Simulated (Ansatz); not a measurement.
**Moving the dispersion correction in TiB2**

The cell as given:

The structure is hexagonal, space group P6/mmm (No. 191). Conventional cell: a = 3.029 Å, b = 3.029 Å, c = 3.228 Å, α = 90.00°, β = 90.00°, γ = 120.00°. Ti (site symmetry 6/mmm) is surrounded by 12 B at 2.38 Å. Around B (site symmetry -6m2) lie 3 B at 1.75 Å.

Kept alike: task relaxation of cell and atoms; functional PBEsol; k mesh 10 × 10 × 8; occupations fermi-dirac, width 0.05 eV; no spin polarisation. Program: Ansatz, Ansatz PAW, cutoff 420 eV. The mesh is that of the run's cell of 3 atoms. No spin-orbit coupling.

| dispersion correction | volume (Å³/atom) | first edge of the run's cell (Å) | third edge of the run's cell (Å) |
| --- | --- | --- | --- |
| D3(BJ) | 8.145 | 2.992 | 3.152 |
| D3(BJ)-ATM | 8.199 | 2.998 | 3.160 |
| D4 | 8.232 | 3.004 | 3.160 |
| none | 8.377 | 3.017 | 3.189 |

The relaxations keep at least the cell's symmetry (P6/mmm). For a metal such a mesh leaves the last digits unconverged. Relaxations stop with a little pressure left, so the last digits of a volume or edge aren't settled. Ansatz's relaxations hold a Pulay term in the stress (up to 0.2 GPa here). All rows use potentials made for PBE.

Task: What does the dispersion correction change here?

Result: The volume runs from 8.145 (D3(BJ)) to 8.377 Å³/atom (none). Against no correction: D3(BJ) -2.8 %; D3(BJ)-ATM -2.1 %; D4 -1.7 %. Dispersion terms mostly attract and so lower the volume; the schemes' coefficients and damping set how far. The first edge of the run's cell runs from 2.992 (D3(BJ)) to 3.017 Å (none). The third edge of the run's cell runs from 3.152 (D3(BJ)) to 3.189 Å (none).
